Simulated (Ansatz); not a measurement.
Input and command of a plane-wave DFT calculation in Ansatz:

```yaml
crystal:
  lattice:
    - [3.9434214203, 0.0, 0.0]
    - [-1.9717107102, 3.4151031278, 0.0]
    - [0.0, 0.0, 6.4149575876]
  atoms:
    - { symbol: Si, position: [0.6666666667, 0.3333333333, 0.8744661519] }
    - { symbol: Si, position: [0.3333333333, 0.6666666667, 0.3744661519] }
    - { symbol: Ge, position: [0.6666666667, 0.3333333333, 0.5005328481] }
    - { symbol: Ge, position: [0.3333333333, 0.6666666667, 0.0005328481] }
basis:
  ecutwfc: 500
kpoints:
  mp_grid: { grid: [12, 12, 4] }
hamiltonian:
  xc: r2scan
scf:
  occupations: { method: gaussian, width: 0.02 }
output:
  forces: true
  stress: true
  eigenvalues: true
relax:
  adjacent_minimum: "off"
  f_tol: 0.008
  max_steps: 40
  cell: { stress_tol: 0.015, fix: [a, b, gamma] }
```

```bash
ansatz run input.yaml --threads 1 --pin off --max-ram 2560MiB --backend cpu --events-out ev --progress --plain --runs-dir out
```

Processor: Intel(R) Xeon(R) Platinum 8488C (Sapphire Rapids), 1 thread, on a host shared with other jobs.

**Question.** Estimate time, memory and problem size.

**Answer.** About 78 s on 1 thread of Intel(R) Xeon(R) Platinum 8488C (Sapphire Rapids) (shared host), peak memory 0.58 GiB. It solves 22 bands at 57 k points (the mesh reduced by the symmetry that the task leaves, which can be less than the crystal's) with about 2189 plane waves (on the last cell), in 19 SCF iterations over 4 ionic steps.
